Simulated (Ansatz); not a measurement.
input.yaml

```yaml
crystal:
  lattice:
    - [13.2, 0.0, 0.0]
    - [0.0, 14.7, 0.0]
    - [0.0, 0.0, 15.0]
  atoms:
    - { symbol: Be, position: [0.4538272931, 0.4170775876, 0.3374720717] }
    - { symbol: Be, position: [0.4538272931, 0.4170775876, 0.6625279283] }
    - { symbol: S, position: [0.5461727069, 0.5, 0.5812639641] }
    - { symbol: Be, position: [0.4538272931, 0.5829224124, 0.5] }
    - { symbol: S, position: [0.5461727069, 0.3341551753, 0.4187360359] }
    - { symbol: S, position: [0.5461727069, 0.6658448247, 0.4187360359] }
    - { symbol: Be, position: [0.6385181207, 0.4170775876, 0.5] }
    - { symbol: S, position: [0.3614818793, 0.5, 0.4187360359] }
    - { symbol: H, position: [0.5128744797, 0.4700995511, 0.2855105475] }
    - { symbol: H, position: [0.3947801065, 0.3640556241, 0.2855105475] }
    - { symbol: H, position: [0.5128744797, 0.3640556241, 0.7144894525] }
    - { symbol: H, position: [0.3947801065, 0.4700995511, 0.7144894525] }
    - { symbol: H, position: [0.3947801065, 0.3640556241, 0.610566404] }
    - { symbol: H, position: [0.6052198935, 0.5530219635, 0.6332254884] }
    - { symbol: H, position: [0.3947801065, 0.6359443759, 0.5519615242] }
    - { symbol: H, position: [0.4871255203, 0.2811332118, 0.4706975601] }
    - { symbol: H, position: [0.6052198935, 0.2811332118, 0.3667745116] }
    - { symbol: H, position: [0.4871255203, 0.7188667882, 0.3667745116] }
    - { symbol: H, position: [0.6052198935, 0.7188667882, 0.4706975601] }
    - { symbol: H, position: [0.6052198935, 0.6128228613, 0.3667745116] }
    - { symbol: H, position: [0.6975653073, 0.4700995511, 0.4480384758] }
    - { symbol: H, position: [0.6975653073, 0.3640556241, 0.5519615242] }
    - { symbol: H, position: [0.3024346927, 0.4469780365, 0.4706975601] }
    - { symbol: H, position: [0.3024346927, 0.5530219635, 0.3667745116] }
basis:
  ecutwfc: 420
kpoints:
  mp_grid: { grid: [1, 1, 1] }
hamiltonian:
  xc: pbe
scf:
  occupations: { method: gaussian, width: 0.05 }
output:
  forces: true
  eigenvalues: true
  populations: true
  write_density: true
  write_potential: true
  elf: true
  volumetric_format: npy
relax:
  adjacent_minimum: "off"
  f_tol: 0.03
  max_steps: 40
```

Launched with
```bash
ansatz run input.yaml --threads 4 --pin off --max-ram 11264MiB --backend cpu --events-out ev --progress --plain --runs-dir out
```

These are results of DFT PBE, scalar-relativistic, plane waves, PAW in Ansatz 0.2.0, not measurements.

Part of what the program printed, abridged:

```
Pseudopotentials: kind: paw
Pseudopotential: Be, paw, valence charge 2, recommended cutoff 420 eV (normal)
Pseudopotential: S, paw, valence charge 6, recommended cutoff 420 eV (normal)
Pseudopotential: H, paw, valence charge 1, recommended cutoff 420 eV (normal)
Functional definition: PBE
Crystal: 24 atoms, lattice volume = 2910.600 Å³
Basis set: ecut = 420 eV, 56883 PW (Γ), exchange–correlation on 180×200×216 points (8 copies of the dense FFT grid, shifted against one another)
Bands: 48, of which v1, the nominal top of the filled ones, is band 24 counted from 1 (23 counted from 0)
Symmetry: 1 space group operations
Space group: P1 (ITA 1), of the structure as read, at distance tolerance 1.4e-4 Å
k-points: 1
Initial density: superposition of atomic densities (neutral atoms: chi_scale 0, normalization atom), corrected by the library's trained network
Initial wavefunctions: pseudopotential atomic-orbital guess
Functional: x = pbe(κ = 0.804, μ = 0.21951497), c = pbe(β = 0.06672455)
SCF iter   1: F=—  HF=-4225.887510 eV  |F-HF|=—  |Δ(HF+E_count)|=         —  Δρ=5.66e-3  dr2=4.81e0  ethr=1.77e-3  ⟨swp⟩=12.0  Hψ=364  notcnv=0  defer=10
SCF iter   2: F=—  HF=-4228.230087 eV  |F-HF|=—  |Δ(HF+E_count)|=    2.34e0  Δρ=2.44e-2  dr2=9.35e1  ethr=1.77e-3  ⟨swp⟩=4.0  Hψ=88  notcnv=0  defer=19  recentre
SCF iter   3: F=—  HF=-4225.390453 eV  |F-HF|=—  |Δ(HF+E_count)|=    2.84e0  Δρ=4.76e-3  dr2=3.64e0  ethr=1.77e-3  ⟨swp⟩=3.0  Hψ=87  notcnv=0  defer=12
SCF iter   4: F=—  HF=-4224.862725 eV  |F-HF|=—  |Δ(HF+E_count)|=   5.28e-1  Δρ=3.77e-3  dr2=2.39e0  ethr=1.77e-3  ⟨swp⟩=1.0  Hψ=56  notcnv=0  defer=17
SCF iter   5: F=—  HF=-4224.354439 eV  |F-HF|=—  |Δ(HF+E_count)|=   5.08e-1  Δρ=2.39e-3  dr2=9.79e-1  ethr=1.77e-3  ⟨swp⟩=2.0  Hψ=34  notcnv=0  defer=17
SCF iter   6: F=—  HF=-4226.097055 eV  |F-HF|=—  |Δ(HF+E_count)|=    1.74e0  Δρ=1.95e-2  dr2=5.73e1  ethr=1.77e-3  ⟨swp⟩=4.0  Hψ=87  notcnv=0  defer=19  recentre
SCF iter   7: F=—  HF=-4224.518361 eV  |F-HF|=—  |Δ(HF+E_count)|=    1.58e0  Δρ=1.26e-2  dr2=1.90e1  ethr=1.77e-3  ⟨swp⟩=2.0  Hψ=36  notcnv=0  defer=19
SCF iter   8: F=—  HF=-4224.283613 eV  |F-HF|=—  |Δ(HF+E_count)|=   2.35e-1  Δρ=2.05e-3  dr2=6.56e-1  ethr=1.77e-3  ⟨swp⟩=3.0  Hψ=59  notcnv=0  defer=18
SCF iter   9: F=—  HF=-4224.237733 eV  |F-HF|=—  |Δ(HF+E_count)|=   4.59e-2  Δρ=1.60e-3  dr2=3.62e-1  ethr=1.37e-3  ⟨swp⟩=1.0  Hψ=30  notcnv=0  defer=18
SCF iter  10: F=—  HF=-4224.220837 eV  |F-HF|=—  |Δ(HF+E_count)|=   1.69e-2  Δρ=1.14e-3  dr2=1.89e-1  ethr=7.54e-4  ⟨swp⟩=1.0  Hψ=30  notcnv=0  defer=18
SCF iter  11: F=—  HF=-4224.215403 eV  |F-HF|=—  |Δ(HF+E_count)|=   5.43e-3  Δρ=1.22e-3  dr2=1.24e-1  ethr=3.93e-4  ⟨swp⟩=1.0  Hψ=30  notcnv=0  defer=18
SCF iter  12: F=—  HF=-4224.216213 eV  |F-HF|=—  |Δ(HF+E_count)|=   8.10e-4  Δρ=1.48e-3  dr2=2.08e-1  ethr=2.58e-4  ⟨swp⟩=1.0  Hψ=30  notcnv=0  defer=18
SCF iter  13: F=—  HF=-4224.215924 eV  |F-HF|=—  |Δ(HF+E_count)|=   2.89e-4  Δρ=1.54e-3  dr2=2.17e-1  ethr=2.58e-4  ⟨swp⟩=1.0  Hψ=56  notcnv=0  defer=18
SCF iter  14: F=—  HF=-4224.213233 eV  |F-HF|=—  |Δ(HF+E_count)|=   2.69e-3  Δρ=1.21e-3  dr2=1.50e-1  ethr=2.58e-4  ⟨swp⟩=1.0  Hψ=29  notcnv=0  defer=18
SCF iter  15: F=—  HF=-4224.212212 eV  |F-HF|=—  |Δ(HF+E_count)|=   1.02e-3  Δρ=6.78e-4  dr2=5.29e-2  ethr=2.58e-4  ⟨swp⟩=1.0  Hψ=29  notcnv=0  defer=18
SCF iter  16: F=—  HF=-4224.210547 eV  |F-HF|=—  |Δ(HF+E_count)|=   1.67e-3  Δρ=2.16e-4  dr2=5.19e-3  ethr=1.10e-4  ⟨swp⟩=2.0  Hψ=30  notcnv=0  defer=18
SCF iter  17: F=—  HF=-4224.210392 eV  |F-HF|=—  |Δ(HF+E_count)|=   1.55e-4  Δρ=6.01e-5  dr2=2.99e-4  ethr=1.08e-5  ⟨swp⟩=2.0  Hψ=32  notcnv=0  defer=18
SCF iter  18: F=—  HF=-4224.210388 eV  |F-HF|=—  |Δ(HF+E_count)|=   4.27e-6  Δρ=4.01e-5  dr2=1.60e-4  ethr=6.23e-7  ⟨swp⟩=1.0  Hψ=29  notcnv=0  defer=18
SCF iter  19: F=—  HF=-4224.210389 eV  |F-HF|=—  |Δ(HF+E_count)|=   8.90e-7  Δρ=5.07e-5  dr2=3.09e-4  ethr=3.33e-7  ⟨swp⟩=1.0  Hψ=48  notcnv=0  defer=19
SCF iter  20: F=-4224.210381 eV  HF=-4224.210383 eV  |F-HF|=1.63e-6  |Δ(HF+E_count)|=   6.17e-6  Δρ=9.36e-6  dr2=2.51e-6  ethr=4.69e-8  ⟨swp⟩=31.0  Hψ=609  notcnv=0
SCF 1 converged in 20 iterations: F = -4224.210381 eV  dr2 = 2.51e-6
relax step   1: F+E_penalty+E_count = -4224.21038114 eV  Δ(F+E_penalty+E_count) = +0.000e0 eV  max|allowed force component| = 2.274e0 eV/Å  Δτ_max = 0.0000 Å  (20 SCF iters, dr2 threshold 2.25e-5 eV, accepted)
Initial density: handed on by an earlier stage of this run
Initial wavefunctions: those handed on with the density
SCF iter   1: F=—  HF=-4226.263744 eV  |F-HF|=—  |Δ(HF+E_count)|=         —  Δρ=9.45e-3  dr2=9.64e0  ethr=3.10e-3  ⟨swp⟩=5.0  Hψ=164  notcnv=0  defer=14
SCF iter   2: F=—  HF=-4230.732098 eV  |F-HF|=—  |Δ(HF+E_count)|=    4.47e0  Δρ=1.02e-2  dr2=1.17e1  ethr=3.10e-3  ⟨swp⟩=5.0  Hψ=102  notcnv=0  defer=17
SCF iter   3: F=—  HF=-4227.339865 eV  |F-HF|=—  |Δ(HF+E_count)|=    3.39e0  Δρ=6.32e-3  dr2=4.01e0  ethr=3.10e-3  ⟨swp⟩=3.0  Hψ=84  notcnv=0  defer=20
SCF iter   4: F=—  HF=-4226.016621 eV  |F-HF|=—  |Δ(HF+E_count)|=    1.32e0  Δρ=2.16e-3  dr2=5.23e-1  ethr=3.10e-3  ⟨swp⟩=3.0  Hψ=67  notcnv=0  defer=20
SCF iter   5: F=—  HF=-4226.237713 eV  |F-HF|=—  |Δ(HF+E_count)|=   2.21e-1  Δρ=1.13e-2  dr2=1.49e1  ethr=1.09e-3  ⟨swp⟩=2.0  Hψ=60  notcnv=0  defer=20  recentre
SCF iter   6: F=—  HF=-4225.973789 eV  |F-HF|=—  |Δ(HF+E_count)|=   2.64e-1  Δρ=1.35e-3  dr2=1.77e-1  ethr=1.09e-3  ⟨swp⟩=2.0  Hψ=32  notcnv=0  defer=20
SCF iter   7: F=—  HF=-4226.021312 eV  |F-HF|=—  |Δ(HF+E_count)|=   4.75e-2  Δρ=2.12e-3  dr2=5.35e-1  ethr=3.68e-4  ⟨swp⟩=4.0  Hψ=65  notcnv=0  defer=17  recentre
SCF iter   8: F=—  HF=-4225.959134 eV  |F-HF|=—  |Δ(HF+E_count)|=   6.22e-2  Δρ=7.72e-4  dr2=5.69e-2  ethr=3.68e-4  ⟨swp⟩=1.0  Hψ=31  notcnv=0  defer=17
SCF iter   9: F=—  HF=-4225.961567 eV  |F-HF|=—  |Δ(HF+E_count)|=   2.43e-3  Δρ=1.01e-3  dr2=1.18e-1  ethr=1.19e-4  ⟨swp⟩=1.0  Hψ=56  notcnv=0  defer=17
SCF iter  10: F=—  HF=-4225.954756 eV  |F-HF|=—  |Δ(HF+E_count)|=   6.81e-3  Δρ=5.98e-4  dr2=4.14e-2  ethr=1.19e-4  ⟨swp⟩=1.0  Hψ=29  notcnv=0  defer=17
SCF iter  11: F=—  HF=-4225.951940 eV  |F-HF|=—  |Δ(HF+E_count)|=   2.82e-3  Δρ=9.06e-5  dr2=5.92e-4  ethr=8.63e-5  ⟨swp⟩=1.0  Hψ=29  notcnv=0  defer=17
SCF iter  12: F=—  HF=-4225.951888 eV  |F-HF|=—  |Δ(HF+E_count)|=   5.16e-5  Δρ=5.98e-5  dr2=3.97e-4  ethr=1.23e-6  ⟨swp⟩=2.0  Hψ=43  notcnv=0  defer=17
SCF iter  13: F=—  HF=-4225.951889 eV  |F-HF|=—  |Δ(HF+E_count)|=   3.18e-7  Δρ=6.01e-5  dr2=4.11e-4  ethr=8.27e-7  ⟨swp⟩=1.0  Hψ=29  notcnv=0  defer=17
SCF iter  14: F=-4225.951832 eV  HF=-4225.951871 eV  |F-HF|=3.90e-5  |Δ(HF+E_count)|=   1.72e-5  Δρ=1.96e-5  dr2=4.42e-5  ethr=2.08e-7  ⟨swp⟩=28.0  Hψ=564  notcnv=0
SCF 2 converged in 14 iterations: F = -4225.951832 eV  dr2 = 4.42e-5
   ...
SCF iter   6: F=-4231.395254 eV  HF=-4231.395254 eV  |F-HF|=1.90e-8  |Δ(HF+E_count)|=   1.01e-7  Δρ=1.12e-6  dr2=5.93e-8  ethr=2.08e-10  ⟨swp⟩=23.0  Hψ=482  notcnv=0
SCF 32 converged in 6 iterations: F = -4231.395254 eV  dr2 = 5.93e-8
relax step  32: F+E_penalty+E_count = -4231.39525370 eV  Δ(F+E_penalty+E_count) = -8.998e-4 eV  max|allowed force component| = 2.345e-2 eV/Å  Δτ_max = 0.0234 Å  (6 SCF iters, accepted)
SCF iter   1: F=—  HF=-4231.401939 eV  |F-HF|=—  |Δ(HF+E_count)|=         —  Δρ=1.81e-3  dr2=4.64e-2  ethr=1.15e-3  ⟨swp⟩=3.0  Hψ=98  notcnv=0  defer=19
SCF iter   2: F=—  HF=-4231.396326 eV  |F-HF|=—  |Δ(HF+E_count)|=   5.61e-3  Δρ=8.28e-4  dr2=8.38e-3  ethr=9.67e-5  ⟨swp⟩=2.0  Hψ=75  notcnv=0  defer=19
SCF iter   3: F=—  HF=-4231.396705 eV  |F-HF|=—  |Δ(HF+E_count)|=   3.79e-4  Δρ=1.51e-4  dr2=6.97e-4  ethr=1.75e-5  ⟨swp⟩=2.0  Hψ=47  notcnv=0  defer=19
SCF iter   4: F=—  HF=-4231.396596 eV  |F-HF|=—  |Δ(HF+E_count)|=   1.09e-4  Δρ=3.10e-5  dr2=3.23e-5  ethr=1.45e-6  ⟨swp⟩=3.0  Hψ=53  notcnv=0  defer=19
SCF iter   5: F=—  HF=-4231.396677 eV  |F-HF|=—  |Δ(HF+E_count)|=   8.10e-5  Δρ=9.70e-6  dr2=3.66e-6  ethr=6.72e-8  ⟨swp⟩=2.0  Hψ=47  notcnv=0  defer=19
SCF iter   6: F=—  HF=-4231.396677 eV  |F-HF|=—  |Δ(HF+E_count)|=   3.69e-7  Δρ=2.51e-6  dr2=2.31e-7  ethr=7.63e-9  ⟨swp⟩=2.0  Hψ=48  notcnv=0  defer=19
SCF iter   7: F=-4231.396677 eV  HF=-4231.396677 eV  |F-HF|=4.89e-9  |Δ(HF+E_count)|=   1.20e-8  Δρ=6.95e-7  dr2=1.27e-8  ethr=2.08e-10  ⟨swp⟩=25.0  Hψ=490  notcnv=0
SCF 33 converged in 7 iterations: F = -4231.396677 eV  dr2 = 1.27e-8
relax step  33: F+E_penalty+E_count = -4231.39667731 eV  Δ(F+E_penalty+E_count) = -1.424e-3 eV  max|allowed force component| = 3.665e-2 eV/Å  Δτ_max = 0.0978 Å  (7 SCF iters, accepted)
SCF iter   1: F=—  HF=-4231.407351 eV  |F-HF|=—  |Δ(HF+E_count)|=         —  Δρ=2.61e-3  dr2=9.92e-2  ethr=1.96e-3  ⟨swp⟩=4.0  Hψ=140  notcnv=0  defer=19
SCF iter   2: F=—  HF=-4231.395467 eV  |F-HF|=—  |Δ(HF+E_count)|=   1.19e-2  Δρ=1.15e-3  dr2=1.71e-2  ethr=2.07e-4  ⟨swp⟩=2.0  Hψ=75  notcnv=0  defer=19
SCF iter   3: F=—  HF=-4231.396286 eV  |F-HF|=—  |Δ(HF+E_count)|=   8.18e-4  Δρ=3.17e-4  dr2=2.73e-3  ethr=3.55e-5  ⟨swp⟩=2.0  Hψ=48  notcnv=0  defer=19
SCF iter   4: F=—  HF=-4231.395846 eV  |F-HF|=—  |Δ(HF+E_count)|=   4.40e-4  Δρ=5.25e-5  dr2=7.08e-5  ethr=5.68e-6  ⟨swp⟩=2.0  Hψ=48  notcnv=0  defer=19
SCF iter   5: F=—  HF=-4231.395907 eV  |F-HF|=—  |Δ(HF+E_count)|=   6.13e-5  Δρ=1.68e-5  dr2=1.09e-5  ethr=1.47e-7  ⟨swp⟩=2.0  Hψ=47  notcnv=0  defer=19
SCF iter   6: F=—  HF=-4231.395908 eV  |F-HF|=—  |Δ(HF+E_count)|=   9.82e-7  Δρ=3.81e-6  dr2=4.85e-7  ethr=2.27e-8  ⟨swp⟩=2.0  Hψ=49  notcnv=0  defer=19
SCF iter   7: F=-4231.395908 eV  HF=-4231.395908 eV  |F-HF|=8.47e-9  |Δ(HF+E_count)|=   1.27e-7  Δρ=9.61e-7  dr2=2.46e-8  ethr=2.08e-10  ⟨swp⟩=27.0  Hψ=478  notcnv=0
SCF 34 converged in 7 iterations: F = -4231.395908 eV  dr2 = 2.46e-8
relax step  34: F+E_penalty+E_count = -4231.39590849 eV  Δ(F+E_penalty+E_count) = +7.688e-4 eV  max|allowed force component| = 3.109e-1 eV/Å  Δτ_max = 0.1466 Å  (7 SCF iters, rejected (line search))
SCF iter   1: F=—  HF=-4231.396619 eV  |F-HF|=—  |Δ(HF+E_count)|=         —  Δρ=2.02e-3  dr2=6.90e-2  ethr=1.35e-3  ⟨swp⟩=3.0  Hψ=96  notcnv=0  defer=20
SCF iter   2: F=—  HF=-4231.384356 eV  |F-HF|=—  |Δ(HF+E_count)|=   1.23e-2  Δρ=9.29e-4  dr2=1.17e-2  ethr=1.44e-4  ⟨swp⟩=2.0  Hψ=75  notcnv=0  defer=20
SCF iter   3: F=—  HF=-4231.384478 eV  |F-HF|=—  |Δ(HF+E_count)|=   1.22e-4  Δρ=1.77e-4  dr2=1.30e-3  ethr=2.43e-5  ⟨swp⟩=2.0  Hψ=43  notcnv=0  defer=20
SCF iter   4: F=—  HF=-4231.384230 eV  |F-HF|=—  |Δ(HF+E_count)|=   2.47e-4  Δρ=4.93e-5  dr2=6.40e-5  ethr=2.71e-6  ⟨swp⟩=2.0  Hψ=46  notcnv=0  defer=20
SCF iter   5: F=—  HF=-4231.384355 eV  |F-HF|=—  |Δ(HF+E_count)|=   1.24e-4  Δρ=1.36e-5  dr2=5.60e-6  ethr=1.33e-7  ⟨swp⟩=2.0  Hψ=50  notcnv=0  defer=20
SCF iter   6: F=—  HF=-4231.384356 eV  |F-HF|=—  |Δ(HF+E_count)|=   1.27e-6  Δρ=3.73e-6  dr2=6.26e-7  ethr=1.17e-8  ⟨swp⟩=2.0  Hψ=47  notcnv=0  defer=20
SCF iter   7: F=-4231.384356 eV  HF=-4231.384356 eV  |F-HF|=1.21e-9  |Δ(HF+E_count)|=   3.26e-9  Δρ=1.03e-6  dr2=3.88e-8  ethr=2.08e-10  ⟨swp⟩=26.0  Hψ=511  notcnv=0
SCF 35 converged in 7 iterations: F = -4231.384356 eV  dr2 = 3.88e-8
relax step  35: F+E_penalty+E_count = -4231.38435580 eV  Δ(F+E_penalty+E_count) = +1.232e-2 eV  max|allowed force component| = 1.651e-1 eV/Å  Δτ_max = 0.0733 Å  (7 SCF iters, rejected (line search))
SCF iter   1: F=—  HF=-4231.402572 eV  |F-HF|=—  |Δ(HF+E_count)|=         —  Δρ=9.86e-4  dr2=2.30e-2  ethr=3.91e-4  ⟨swp⟩=3.0  Hψ=98  notcnv=0  defer=19
SCF iter   2: F=—  HF=-4231.397259 eV  |F-HF|=—  |Δ(HF+E_count)|=   5.31e-3  Δρ=4.33e-4  dr2=2.91e-3  ethr=4.79e-5  ⟨swp⟩=2.0  Hψ=64  notcnv=0  defer=19
SCF iter   3: F=—  HF=-4231.397132 eV  |F-HF|=—  |Δ(HF+E_count)|=   1.27e-4  Δρ=1.11e-4  dr2=2.75e-4  ethr=6.07e-6  ⟨swp⟩=3.0  Hψ=53  notcnv=0  defer=19
SCF iter   4: F=—  HF=-4231.397133 eV  |F-HF|=—  |Δ(HF+E_count)|=   7.81e-7  Δρ=2.75e-5  dr2=1.88e-5  ethr=5.73e-7  ⟨swp⟩=2.0  Hψ=47  notcnv=0  defer=19
SCF iter   5: F=—  HF=-4231.397231 eV  |F-HF|=—  |Δ(HF+E_count)|=   9.87e-5  Δρ=7.15e-6  dr2=1.61e-6  ethr=3.93e-8  ⟨swp⟩=2.0  Hψ=48  notcnv=0  defer=19
SCF iter   6: F=—  HF=-4231.397232 eV  |F-HF|=—  |Δ(HF+E_count)|=   4.40e-7  Δρ=1.75e-6  dr2=1.55e-7  ethr=3.36e-9  ⟨swp⟩=2.0  Hψ=51  notcnv=0  defer=19
SCF iter   7: F=-4231.397232 eV  HF=-4231.397232 eV  |F-HF|=1.73e-9  |Δ(HF+E_count)|=   7.51e-9  Δρ=4.95e-7  dr2=8.02e-9  ethr=2.08e-10  ⟨swp⟩=24.0  Hψ=463  notcnv=0
SCF 36 converged in 7 iterations: F = -4231.397232 eV  dr2 = 8.02e-9
relax step  36: F+E_penalty+E_count = -4231.39723191 eV  Δ(F+E_penalty+E_count) = -5.546e-4 eV  max|allowed force component| = 2.394e-2 eV/Å  Δτ_max = 0.0367 Å  (7 SCF iters, accepted)
WARN: The output density's exchange-correlation potential varies sharply where the density is thin. Do not read a vacuum level from v_tot or v_xc, or from such a field of the output density. On a cell that repeats whose density bears no net charge and no dipole along the vacuum's axis use v_es (v_loc + v_h of the components); under efield.dipole_correction with no amplitude use v_es + v_field, which holds any external_charges[].barrier, or the levels of the report's work_function block, which leave it out; under a non-zero efield.amplitude the vacuum is tilted and has no level; on a cell that repeats and bears such a dipole with no correction it is tilted too, and efield.dipole_correction wi ...
SCF converged after 7 iterations
Free energy (F): -4231.397232 eV
Harris-Foulkes:  -4231.397232 eV  (|F-HF|=1.73e-9)
Internal energy: -4231.397232 eV  (E = F + TS)
E sigma→0 (E₀):  -4231.397232 eV
Fermi energy:    -3.423505 eV
--- Per-component energies (eV) ---
  E_band       = -507.715850
  E_kinetic    = 714.566771
  E_local      = -5950.896945  (includes V_loc(G=0)·N_el)
  E_nonlocal   = 159.328491
  E_hartree    = 2606.135360
  E_xc         = -602.611171
  E_vxc        = -606.296553  (∫ρ·V_xc dr)
  E_paw        = -2648.569682  (= ΣΔE_a)
  E_vpaw       = -36.668246  (= ΣTr[D̂ρ^β])
  E_aug_tail   = -0.019381  (compensation charges beyond the density's cutoff)
  E_ewald      = 1490.669326
  E_smearing   =  0.000000  (= −TS)
--- Forces (eV/Å), atoms counted from 1 ---
  atom   1  Be    -0.00198260     0.00080794     0.00209191
  atom   2  Be    -0.00140772     0.00678218    -0.00115749
  atom   3  S      0.00366386    -0.01230984    -0.01459323
  atom   4  Be    -0.01213761    -0.01074673     0.00686033
  atom   5  S      0.00123694    -0.00473978     0.00349588
  atom   6  S     -0.00087695     0.02394016    -0.00021782
  atom   7  Be    -0.00982002     0.00587705     0.00403161
  atom   8  S     -0.00749856    -0.00369258    -0.00233877
  atom   9  H      0.00178413    -0.00158138     0.00004407
  atom  10  H     -0.00062773    -0.00063439    -0.00009728
  atom  11  H      0.00121702    -0.00013079     0.00281653
  atom  12  H      0.00543627     0.00458811    -0.00355403
  atom  13  H      0.00648536     0.00022493    -0.00242599
  atom  14  H      0.00342739     0.00182638     0.00398538
  atom  15  H      0.00251377     0.00552672    -0.00131145
  atom  16  H      0.00120231     0.00686531    -0.00024366
  atom  17  H     -0.00103433    -0.00151876     0.00195578
  atom  18  H     -0.00529562    -0.00548857     0.00957848
  atom  19  H      0.00077275    -0.01347542    -0.00795868
  atom  20  H     -0.01172011    -0.00204219     0.00176957
  atom  21  H      0.01304686     0.00332595    -0.00483115
  atom  22  H      0.00426568    -0.00580023     0.00263516
  atom  23  H      0.00383818     0.00249138    -0.00032887
  atom  24  H      0.00347785    -0.00016307    -0.00018877
--- Band table (eV) ---
  k-point 0: bands = ["-20.2887", "-19.9663", "-18.4524", "-18.3033", "-13.0811", "-12.4065", "-12.1570", "-11.8201", "-11.0580", "-10.7336", "-10.5486", "-9.6952", "-9.4685", "-8.8957", "-8.6826", "-7.9118", "-7.3168", "-6.7991", "-6.7162", "-6.1862", "-6.1423", "-6.1067", "-5.8736", "-5.2476", "-1.5994", "-1.4081", "-1.2110", "-0.9151", "-0.7302", "-0.5017", "-0.4197", "-0.2826", "-0.1661", "-0.0050", "0.1291", "0.2516", "0.5070", "0.6871", "0.7483", "0.8872", "0.9605", "1.0099", "1.0964", "1.1358", "1.2094", "1.2930", "1.3656", "1.4510"]
--- Relaxed structure (36 steps of the walk, 31 accepted, 0 SCFs on fresh bases) ---
  F+E_penalty+E_count = -4231.39723191 eV   max|allowed force component| = 2.394e-2 eV/Å
  atoms:
    - { symbol: Be, position: [0.43426815, 0.41067772, 0.34027342] }
    - { symbol: Be, position: [0.42605000, 0.41045538, 0.64006384] }
    - { symbol: S, position: [0.56925895, 0.48170563, 0.59679910] }
    - { symbol: Be, position: [0.42825439, 0.55188410, 0.58067906] }
    - { symbol: S, position: [0.54521484, 0.33494859, 0.43199877] }
    - { symbol: S, position: [0.52667084, 0.69124301, 0.39178671] }
    - { symbol: Be, position: [0.65384432, 0.41986448, 0.50100252] }
    - { symbol: S, position: [0.37141170, 0.50013690, 0.44701329] }
    - { symbol: H, position: [0.52035517, 0.45778386, 0.31431599] }
    - { symbol: H, position: [0.36115716, 0.35702584, 0.30469898] }
    - { symbol: H, position: [0.42478904, 0.36514413, 0.71917486] }
    - { symbol: H, position: [0.36657287, 0.49684989, 0.63793310] }
    - { symbol: H, position: [0.42525097, 0.37149273, 0.55239646] }
    - { symbol: H, position: [0.62978531, 0.53818149, 0.64420942] }
    - { symbol: H, position: [0.42672482, 0.64448101, 0.58091654] }
    - { symbol: H, position: [0.53802488, 0.26019739, 0.48515970] }
    - { symbol: H, position: [0.60810246, 0.29557702, 0.37109083] }
    - { symbol: H, position: [0.53659615, 0.74653479, 0.32018547] }
    - { symbol: H, position: [0.49652101, 0.75974957, 0.44560879] }
    - { symbol: H, position: [0.64525721, 0.49829153, 0.41115180] }
    - { symbol: H, position: [0.70136043, 0.48561387, 0.42169833] }
    - { symbol: H, position: [0.74947976, 0.38819640, 0.50985325] }
    - { symbol: H, position: [0.27918908, 0.46601247, 0.46771856] }
    - { symbol: H, position: [0.33586036, 0.57041763, 0.39668730] }
--- Löwdin populations: 24 sites ---
  site symbol q [e]
     0     Be      0.6996
     1     Be      0.6629
     2      S      6.6465
     3     Be      0.6508
     4      S      6.0905
     5      S      6.1785
     6     Be      0.6047
     7      S      6.0965
     8      H      1.5650
     9      H      1.5448
    10      H      1.5511
    11      H      1.5779
    12      H      1.5850
    13      H      0.8242
    14      H      1.5637
    15      H      0.8160
    16      H      0.8367
    17      H      0.8423
    18      H      0.8304
    19      H      0.9769
    20      H      0.9627
    21      H      1.5414
    22      H      0.8091
    23      H      0.8336
  spilling = 0.035608 (of n_electrons = 48.000000)
```

The relaxation met its thresholds.

Time: 3.1 min on 4 threads of Intel(R) Xeon(R) Platinum 8259CL CPU @ 2.50GHz (Skylake/Cascade Lake), with other jobs on the host, peak memory 1.6 GiB.